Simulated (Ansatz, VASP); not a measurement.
# InP in two plane-wave programs, part 2 of 3

Aim: how closely do two programs agree when they are given the same cell, functional and k mesh? The cell is taken from a series of VASP runs on this material, whose earlier steps may have relaxed, scaled or displaced it; both programs get it as it stands.

VASP 6.6.1 and Ansatz 0.2.0.

So far: Set-up; VASP: elastic constants, PBE with D3(BJ).

### Step 3. Ansatz: elastic constants, PBE with D3(BJ)

Level of this step: Ansatz beside VASP: Kohn-Sham DFT, plane waves, PBE with D3(BJ) (Ansatz).

Ansatz runs on its default PAW (the set named soft_2) files.

The same cell, functional, mesh and smearing now go to Ansatz, which takes its cutoff from its data sets.

The input, input.yaml:

```yaml
crystal:
  lattice:
    - [0.0, 2.9457387471, 2.9457387471]
    - [2.9457387471, 0.0, 2.9457387471]
    - [2.9457387471, 2.9457387471, 0.0]
  atoms:
    - { symbol: In, position: [0.0, 0.0, 0.0] }
    - { symbol: P, position: [0.25, 0.25, 0.25] }
hamiltonian:
  xc: pbe
  pseudopotentials: { kind: paw }
  dispersion: d3bj
kpoints:
  mp_grid: { grid: [7, 7, 7] }
scf:
  occupations: { method: gaussian, width: 0.05 }
elastic:
  mode: relaxed_ion
  stencil: two_point
output:
  forces: true
  stress: true
```

Run with:

```console
$ ansatz run input.yaml --threads 4 --pin off --max-ram 9216MiB --backend cpu --events-out ev --progress --plain --runs-dir out
```

Numbers of over 12 decimals in the logs are rounded to 6 here.

The program printed:

```text
Engine: ansatz 0.2.0, aarch64-unknown-linux-gnu
Pseudopotentials: kind: paw
Pseudopotential: In, paw, valence charge 13, recommended cutoff 420 eV (normal), In.paw.azcp
Pseudopotential: P, paw, valence charge 5, recommended cutoff 420 eV (normal), P.paw.azcp
Functional definition: PBE
  parameter kappa = 0.804
  parameter beta = 0.066725
  exchange = pbe_x(kappa = kappa, mu = beta*pi^2/3)
  correlation = pbe_c(beta = beta)
Crystal: 2 atoms, lattice volume = 51.123 Å³
Basis set: ecut = 420 eV, 965 PW (Γ), exchange–correlation on 60×60×60 points (8 copies of the dense FFT grid, shifted against one another)
Bands: 13, of which v1, the nominal top of the filled ones, is band 9 counted from 1 (8 counted from 0)
Symmetry: 24 space group operations
Space group: F-43m (ITA 216), of the structure as read, at distance tolerance 3.7e-5 Å
k-points: 20 of 343 (time reversal used)
Non-local potential: In, projectors of the file, l = 0: 2, l = 1: 2, l = 2: 2, l = 3: 2
Non-local potential: P, projectors of the file, l = 0: 2, l = 1: 2, l = 2: 2
PAW form: soft (Blöchl's): semilocal exchange-correlation on the pseudo side does not see the compensation charge
PAW one-centre angular grid: In, 590 points (default); XC on 64 Gauss nodes
PAW one-centre angular grid: P, 110 points (default); XC on 64 Gauss nodes
Initial density: superposition of atomic densities (neutral atoms: chi_scale 0, normalization atom), corrected by the library's trained network
Initial wavefunctions: pseudopotential atomic-orbital guess
Functional: x = pbe(κ = 0.804, μ = 0.219515), c = pbe(β = 0.066725)
SCF iter   1: F=—  HF=-6354.610634 eV  |F-HF|=—  |Δ(HF+E_count)|=         —  Δρ=1.87e-3  dr2=3.84e-3  ethr=1.77e-3  ⟨swp⟩=6.2  Hψ=1728  notcnv=0
preconditioner: auto → none  [insulator: Δε(μ)=0.616 eV  Ē_g=14.680 eV  σ=0.050 eV  W_gap=1.00  n_scr=14 (ndim 8)  ℏωp=22.0 eV  f_vac=0.022  D(μ)=0.00/eV (n_scr^D=0)  ε∞_Penn≈3.3]
SCF iter   2: F=—  HF=-6354.608620 eV  |F-HF|=—  |Δ(HF+E_count)|=   2.01e-3  Δρ=1.15e-3  dr2=6.80e-4  ethr=2.13e-5  ⟨swp⟩=2.0  Hψ=644  notcnv=0
SCF iter   3: F=—  HF=-6354.608435 eV  |F-HF|=—  |Δ(HF+E_count)|=   1.85e-4  Δρ=3.48e-4  dr2=6.28e-5  ethr=3.78e-6  ⟨swp⟩=2.0  Hψ=436  notcnv=0
SCF iter   4: F=—  HF=-6354.608480 eV  |F-HF|=—  |Δ(HF+E_count)|=   4.48e-5  Δρ=1.15e-4  dr2=5.20e-6  ethr=3.49e-7  ⟨swp⟩=2.0  Hψ=447  notcnv=0
SCF iter   5: F=—  HF=-6354.608481 eV  |F-HF|=—  |Δ(HF+E_count)|=   1.39e-6  Δρ=6.45e-5  dr2=1.98e-6  ethr=2.89e-8  ⟨swp⟩=2.0  Hψ=449  notcnv=0
SCF iter   6: F=—  HF=-6354.608482 eV  |F-HF|=—  |Δ(HF+E_count)|=   1.15e-6  Δρ=1.01e-5  dr2=4.38e-8  ethr=1.10e-8  ⟨swp⟩=2.0  Hψ=449  notcnv=0
SCF iter   7: F=—  HF=-6354.608482 eV  |F-HF|=—  |Δ(HF+E_count)|=   6.78e-9  Δρ=1.35e-6  dr2=9.97e-10  ethr=2.43e-10  ⟨swp⟩=2.0  Hψ=448  notcnv=0
SCF iter   8: F=—  HF=-6354.608482 eV  |F-HF|=—  |Δ(HF+E_count)|=  3.67e-10  Δρ=3.32e-7  dr2=4.25e-11  ethr=5.54e-12  ⟨swp⟩=2.0  Hψ=450  notcnv=0
SCF iter   9: F=—  HF=-6354.608482 eV  |F-HF|=—  |Δ(HF+E_count)|=  2.00e-11  Δρ=9.42e-8  dr2=3.02e-12  ethr=2.36e-13 (applied; sched 1.00e-12)  ⟨swp⟩=2.0  Hψ=455  notcnv=0
SCF iter  10: F=-6354.608482 eV  HF=-6354.608482 eV  |F-HF|=9.09e-13  |Δ(HF+E_count)|=  1.82e-12  Δρ=8.07e-9  dr2=3.41e-14  ethr=1.00e-12  ⟨swp⟩=4.3  Hψ=1263  notcnv=0
SCF 1 converged in 10 iterations: F = -6354.608482 eV  dr2 = 3.41e-14
  greatest PAW one-centre occupation: 0.981 electrons in one spin orbital (limit 2), on the In atom at site 0 (counted from 0), in its partial waves of l = 2
Crystal: 2 atoms, lattice volume = 51.020 Å³
Symmetry: 8 space group operations
k-points: 40 of 343 (time reversal used)
Initial density: handed on by an earlier stage of this run
Initial wavefunctions: those handed on with the density
iter 1 solved again at ethr=7.76e-8 eV; its pass at ethr=3.10e-3 eV (dr2=1.40e-5 eV) is discarded
SCF iter   1: F=—  HF=-6354.608385 eV  |F-HF|=—  |Δ(HF+E_count)|=         —  Δρ=1.16e-4  dr2=1.08e-5  ethr=7.76e-8  ⟨swp⟩=3.2  Hψ=3787  notcnv=0
preconditioner: auto → none  [insulator: Δε(μ)=0.636 eV  Ē_g=14.674 eV  σ=0.050 eV  W_gap=1.00  n_scr=14 (ndim 8)  ℏωp=22.1 eV  f_vac=0.015  D(μ)=0.00/eV (n_scr^D=0)  ε∞_Penn≈3.3]
SCF iter   2: F=—  HF=-6354.608385 eV  |F-HF|=—  |Δ(HF+E_count)|=   4.68e-7  Δρ=4.84e-5  dr2=1.13e-6  ethr=5.98e-8  ⟨swp⟩=2.0  Hψ=703  notcnv=0
SCF iter   3: F=—  HF=-6354.608382 eV  |F-HF|=—  |Δ(HF+E_count)|=   3.43e-6  Δρ=2.15e-5  dr2=2.08e-7  ethr=6.25e-9  ⟨swp⟩=2.8  Hψ=919  notcnv=0
SCF iter   4: F=—  HF=-6354.608382 eV  |F-HF|=—  |Δ(HF+E_count)|=   7.84e-8  Δρ=4.64e-6  dr2=8.17e-9  ethr=1.16e-9  ⟨swp⟩=2.7  Hψ=833  notcnv=0
SCF iter   5: F=—  HF=-6354.608382 eV  |F-HF|=—  |Δ(HF+E_count)|=   3.88e-9  Δρ=8.12e-7  dr2=2.28e-10  ethr=4.54e-11  ⟨swp⟩=2.0  Hψ=893  notcnv=0
SCF iter   6: F=—  HF=-6354.608382 eV  |F-HF|=—  |Δ(HF+E_count)|=  3.46e-10  Δρ=1.09e-7  dr2=4.36e-12  ethr=1.26e-12  ⟨swp⟩=2.1  Hψ=718  notcnv=0
SCF iter   7: F=-6354.608382 eV  HF=-6354.608382 eV  |F-HF|=1.82e-12  |Δ(HF+E_count)|=  9.09e-12  Δρ=9.74e-9  dr2=3.68e-14  ethr=1.00e-12  ⟨swp⟩=4.1  Hψ=2254  notcnv=0
SCF 2 converged in 7 iterations: F = -6354.608382 eV  dr2 = 3.68e-14
Crystal: 2 atoms, lattice volume = 51.225 Å³
[...]
SCF 4 converged in 9 iterations: F = -6354.608435 eV  dr2 = 1.94e-14
relax step   1: F+E_penalty+E_count = -6354.60843515 eV  Δ(F+E_penalty+E_count) = +0.000e0 eV  max|allowed force component| = 1.633e-2 eV/Å  Δτ_max = 0.0000 Å  (9 SCF iters, accepted)
[...]
relax step   2: F+E_penalty+E_count = -6354.60845193 eV  Δ(F+E_penalty+E_count) = -1.678e-5 eV  max|allowed force component| = 1.046e-3 eV/Å  Δτ_max = 0.0011 Å  (7 SCF iters, accepted)
[...]
relax step   3: F+E_penalty+E_count = -6354.60845200 eV  Δ(F+E_penalty+E_count) = -6.909e-8 eV  max|allowed force component| = 5.085e-8 eV/Å  Δτ_max = 0.0001 Å  (6 SCF iters, accepted)
[...]
relax step   1: F+E_penalty+E_count = -6354.60843515 eV  Δ(F+E_penalty+E_count) = +0.000e0 eV  max|allowed force component| = 1.633e-2 eV/Å  Δτ_max = 0.0000 Å  (9 SCF iters, accepted)
[...]
relax step   2: F+E_penalty+E_count = -6354.60845200 eV  Δ(F+E_penalty+E_count) = -1.685e-5 eV  max|allowed force component| = 7.921e-7 eV/Å  Δτ_max = 0.0010 Å  (7 SCF iters, accepted)
iter 1 solved again at ethr=1.00e-12 eV; its pass at ethr=3.10e-3 eV (dr2=6.24e-13 eV) is discarded
SCF iter   1: F=—  HF=-6354.608451 eV  |F-HF|=—  |Δ(HF+E_count)|=         —  Δρ=4.79e-8  dr2=8.94e-13  ethr=1.00e-12  ⟨swp⟩=3.3  Hψ=5855  notcnv=0
SCF iter   2: F=—  HF=-6354.608452 eV  |F-HF|=—  |Δ(HF+E_count)|=   1.26e-6  Δρ=3.35e-8  dr2=7.60e-13  ethr=4.96e-15 (applied; sched 1.00e-12)  ⟨swp⟩=3.0  Hψ=1797  notcnv=0
SCF iter   3: F=—  HF=-6354.608452 eV  |F-HF|=—  |Δ(HF+E_count)|=  9.09e-13  Δρ=1.73e-8  dr2=1.34e-13  ethr=4.22e-15 (applied; sched 1.00e-12)  ⟨swp⟩=2.0  Hψ=1038  notcnv=0
SCF iter   4: F=-6354.608452 eV  HF=-6354.608452 eV  |F-HF|=9.09e-13  |Δ(HF+E_count)|=  2.73e-12  Δρ=1.09e-8  dr2=3.96e-14  ethr=1.00e-12  ⟨swp⟩=4.2  Hψ=2369  notcnv=0
SCF 10 converged in 4 iterations: F = -6354.608452 eV  dr2 = 3.96e-14
SCF converged after 10 iterations
Free energy (F): -6354.608482 eV
Harris-Foulkes:  -6354.608482 eV  (|F-HF|=9.09e-13)
Internal energy: -6354.608482 eV  (E = F + TS)
E sigma→0 (E₀):  -6354.608482 eV
Fermi energy:    7.119088 eV
--- Per-component energies (eV) ---
  E_band       = -54.947191
  E_kinetic    = 313.296218
  E_local      = -1407.654963  (includes V_loc(G=0)·N_el)
  E_nonlocal   = 401.430755
  E_hartree    = 555.016060
  E_xc         = -276.478623
  E_vxc        = -159.707845  (∫ρ·V_xc dr)
  E_paw        = -4725.207815  (= ΣΔE_a)
  E_vpaw       = -312.343499  (= ΣTr[D̂ρ^β])
  E_aug_tail   = 0.000029  (compensation charges beyond the density's cutoff)
  E_ewald      = -1214.393380
  E_disp       = -0.616763  (pairwise vdW)
  E_smearing   = -0.000000  (= −TS)
  E_closure    = 0.000000  (closes the sum)
  Σ components = -6354.608482   (vs F -6354.608482, Δ=0.00e0)
--- Forces (eV/Å), atoms counted from 1 ---
  atom   1  In     0.00000000    -0.00000000    -0.00000000
  atom   2  P     -0.00000000     0.00000000    -0.00000000
  max |Σ_I F_I| component: 1.11e-16 eV/Å
--- Stress (GPa, compression-positive) ---
        0.062588       0.000000      -0.000000
       -0.000000       0.062588       0.000000
       -0.000000       0.000000       0.062588
  P = ⅓ Tr σ = 0.0626 GPa (0.626 kbar)
--- Band table (eV; the first three rows and the last of 20) ---
  k-point 0: bands = [... 5 lower, -4.6095, 6.8021, 6.8021, 6.8021, 7.4318, 10.8904, 10.8904, 10.8904]
  k-point 1: bands = [... 5 lower, -4.3833, 4.9912, 6.5733, 6.5733, 8.4789, 11.1177, 11.2295, 11.2295]
  k-point 2: bands = [... 5 lower, -3.7696, 2.8970, 6.1599, 6.1599, 8.5008, 11.6365, 11.6365, 12.4886]
  k-point 19: bands = [... 5 lower, -2.2969, 1.3029, 3.6261, 4.5027, 10.2150, 11.4611, 12.6545, 13.5682]
--- Elastic constants: 2 strain directions × 2 members + reference (group order 24) ---
  dense FFT box of the reference and of every strained cell: 30×30×30
  strains applied: 11, 23; error gains: componentwise 1.00 (the most a stress slope's error grows in a printed constant), spectral 1.73 (1 for all six strains in a standard setting)
  pairwise dispersion correction: d3bj (s6 = 1.0, s8 = 0.7875, a1 = 0.4289, a2_bohr = 4.4407), with the weights of each atom's references fixed at the reference crystal's, and the forces and stress that the weights' published response gives there kept as a pressure on the atom's counted neighbours (hamiltonian.dispersion)
  C = ∂σ_k/∂η_j (tension-positive GPa; Voigt order 11 22 33 23 13 12):
        92.305     52.171     52.171     -0.000      0.000      0.000
        52.171     92.305     52.171     -0.000     -0.000      0.000
        52.171     52.171     92.305     -0.000      0.000     -0.000
        -0.000      0.000      0.000     42.362     -0.000     -0.000
        -0.000     -0.000      0.000     -0.000     42.362     -0.000
         0.000     -0.000     -0.000      0.000     -0.000     42.362
  reference stress σ⁰ (GPa):     -0.063     -0.063     -0.063     -0.000      0.000      0.000
  C* (energy form; C + prestress term) asymmetry max|C*_kj − C*_jk| = 2.132e-14 GPa — a small one proves nothing (zero by symmetry where the batch's group is 432, −43m or m−3m); a large one is finite-difference/SCF noise where every solve meets its electron count
  moduli (Voigt/Reuss/Hill, GPa): K = 65.55/65.55/65.55   G = 33.44/29.33/31.39   E = 81.20   ν = 0.294
  mechanically stable: yes (min eigenvalue of sym C = 40.13 GPa)
  strain η (Voigt 11):  stress-route row diagonal C_11 = 92.31 GPa, energy-path curvature d²(F+E_count+ΔE)/dδ²/Ω₀ = 92.36 GPa
         δ    σ_11 (GPa)             F (eV)   n_scf  n_hpsi   n_pw
    -2.000e-3      -0.2476       -6354.6083821       7   10508   1006   relax 0 steps, max|allowed force component| 1.11e-16 eV/Å
     2.000e-3       0.1216       -6354.6084560       5    8392   1010   relax 0 steps, max|allowed force component| 1.11e-16 eV/Å
  strain η (Voigt 23):  stress-route row diagonal C_44 = 42.36 GPa, energy-path curvature d²(F+E_count+ΔE)/dδ²/Ω₀ = 42.43 GPa
         δ    σ_23 (GPa)             F (eV)   n_scf  n_hpsi   n_pw
    -2.000e-3      -0.0847       -6354.6084520       4   12276   1009   relax 3 steps, max|allowed force component| 5.09e-8 eV/Å
     2.000e-3       0.0847       -6354.6084520       4   11687   1009   relax 2 steps, max|allowed force component| 7.92e-7 eV/Å
```

The job ended after 9.2 s (4 threads of Arm Neoverse V1, shared host; peak memory 0.4 GiB; 34 s of CPU time).

### Step 4. Comparison

Known differences besides the potentials themselves: the cutoff is 420 eV in Ansatz and 500 eV in VASP; VASP leaves aspherical gradient terms in its spheres out (LASPH is not set), Ansatz keeps them; Ansatz takes the dispersion share of the force constants at frozen C6 weights, VASP differentiates the full forces. Total energies have different zeros and are not compared.

Both answers:

| quantity | Ansatz | VASP | difference |
| --- | --- | --- | --- |
| C11 (GPa) | 92.3 | 91.9 | +0.42 % |
| C22 (GPa) | 92.3 | 91.9 | +0.42 % |
| C33 (GPa) | 92.3 | 91.9 | +0.42 % |
| C12 (GPa) | 52.2 | 51.9 | +0.44 % |
| C13 (GPa) | 52.2 | 51.9 | +0.44 % |
| C23 (GPa) | 52.2 | 51.9 | +0.44 % |
| C44 (GPa) | 42.4 | 42.3 | +0.14 % |
| C55 (GPa) | 42.4 | 42.3 | +0.14 % |
| C66 (GPa) | 42.4 | 42.3 | +0.14 % |

### Step 5. Ansatz: band structure, HSE06

The same path points are solved in both programs, so levels can be compared one by one.

The cell is taken from a series of VASP runs on this material, whose earlier steps may have relaxed, scaled or displaced it; both programs get it as it stands.

The input, input.yaml:

```yaml
crystal:
  lattice:
    - [0.0, 2.9457387471, 2.9457387471]
    - [2.9457387471, 0.0, 2.9457387471]
    - [2.9457387471, 2.9457387471, 0.0]
  atoms:
    - { symbol: In, position: [0.0, 0.0, 0.0] }
    - { symbol: P, position: [0.25, 0.25, 0.25] }
hamiltonian:
  xc: { exchange: pbe, correlation: pbe, exx: { coeff: 0.25, omega: 0.2 } }
  pseudopotentials: { kind: paw }
kpoints:
  mp_grid: { grid: [4, 4, 4] }
  band_path:
    path:
      - [0.0, 0.0, 0.0]
      - [0.5, 0.0, 0.5]
      - [0.5, 0.2, 0.7]
      - [0.4, 0.35, 0.75]
      - [0.15, 0.15, 0.3]
      - [0.2, 0.2, 0.2]
      - [0.55, 0.4, 0.55]
      - [0.6, 0.25, 0.65]
      - [0.5, 0.25, 0.75]
      - [0.5, 0.5, 0.5]
      - [0.375, 0.375, 0.75]
      - [0.5, 0.0, 0.5]
    npoints: 1
scf:
  occupations: { method: gaussian, width: 0.05 }
  n_extra_bands: 7
output:
  forces: true
  stress: true
  eigenvalues: true
  write_density: true
  write_potential: true
  elf: true
  volumetric_format: npy
```

The program printed:

```text
[...]
--- Band table (eV; the first three rows and the last of 8) ---
  k-point 0: bands = [... 5 lower, -6.2234, 6.3916, 6.3916, 6.3916, 7.8516, 11.3225, 11.3225, 11.3225, ... 3 higher]
  k-point 1: bands = [... 5 lower, -5.5063, 2.7459, 5.8030, 5.8030, 8.9597, 12.0610, 12.0610, 12.6126, ... 3 higher]
  k-point 2: bands = [... 5 lower, -4.4021, 0.2324, 5.3536, 5.3536, 8.6441, 12.0569, 12.0569, 14.4205, ... 3 higher]
  k-point 7: bands = [... 5 lower, -3.6288, 0.3970, 3.2382, 3.3163, 11.4514, 11.7515, 12.8718, 13.4417, ... 3 higher]
[key lines of the parts left out:]
Free energy (F): -6358.424537 eV
Fermi energy:    7.122573 eV
P = ⅓ Tr σ = 0.5368 GPa (5.368 kbar)
```

It took 17 s on 4 threads; peak memory 0.65 GiB.

[end of part 2 of 3]

[Lines on the potential files, build, host, timing and source positions are cut from VASP's logs without a mark.]

[Logs are printed without paths, hosts, clocks, repeated set-up lines and the standing remarks that a program may print on its own settings, such as how far it seeks lower states.]

[Hosts, paths, dates, database ids (printed as entryN), source tags and the programs' standing remarks are cut or masked in the printed files.]
